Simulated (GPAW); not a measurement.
Runs of GPAW 26.7.0 on SnSe2. It takes space group P-3m1 (No. 164, trigonal). The conventional cell has a = 3.811 Å, b = 3.811 Å, c = 6.136 Å, α = 90.00°, β = 90.00°, γ = 120.00°. Around Sn (site symmetry -3m) lie 6 Se at 2.68 Å. Se (site symmetry 3m) is surrounded by 3 Sn at 2.68 Å. 

```tsv
task	level	potentials or basis	k mesh	cutoff (eV)	smearing	response ecut	frequency	extrapolate	vertex	qp bands	other keys	mesh quality	gap on the mesh (eV)	pressure (GPa)	largest force (eV/Å)
eps q	PBEsol	PAW data sets generated in the run's folder for this functional, pw	7 × 7 × 4	450	fermi-dirac 0.001 eV	60 eV	-	-	-	-	-	not flagged	0.74	-	-
single point	PBEsol	PAW data sets generated in the run's folder for this functional, pw	7 × 7 × 4	450	fermi-dirac 0.01 eV	-	-	-	-	-	-	not flagged	0.74	(b)	0.58
single point	PBEsol	PAW data sets generated in the run's folder for this functional, pw	7 × 7 × 4	500	fermi-dirac 0.01 eV	-	-	-	-	-	-	not flagged	0.74	2.1	0.58
wannier90	TPSS	GPAW PAW data sets (gpaw-data 1.2.1), pw	8 × 8 × 5	600	fermi-dirac 0.05 eV	-	-	-	-	-	-	not flagged	0.88	4.2	(a)
```

Alike in all rows: no spin polarisation; cell as given.

Problem. Fill in the values left out.

Solution. (a) 0.68; (b) 1.6.

Caveats: spin-orbit coupling is left out, which moves the levels of the heavy elements; this functional lacks dispersion, which binds the layers, so the pressure and a relaxed spacing across them are unreliable; an odd mesh through Γ misses points on the zone boundary, where band edges often lie (some runs); the cutoff is short for stress and forces, so pressures can be off by a GPa or more (some runs); the PAW data sets were made with another functional, which shifts forces and pressure a little (some runs).

A k mesh can miss the band edges, and the runs leave out spin-orbit coupling on Se, Sn.

Runs at the PBE level aren't shown here.
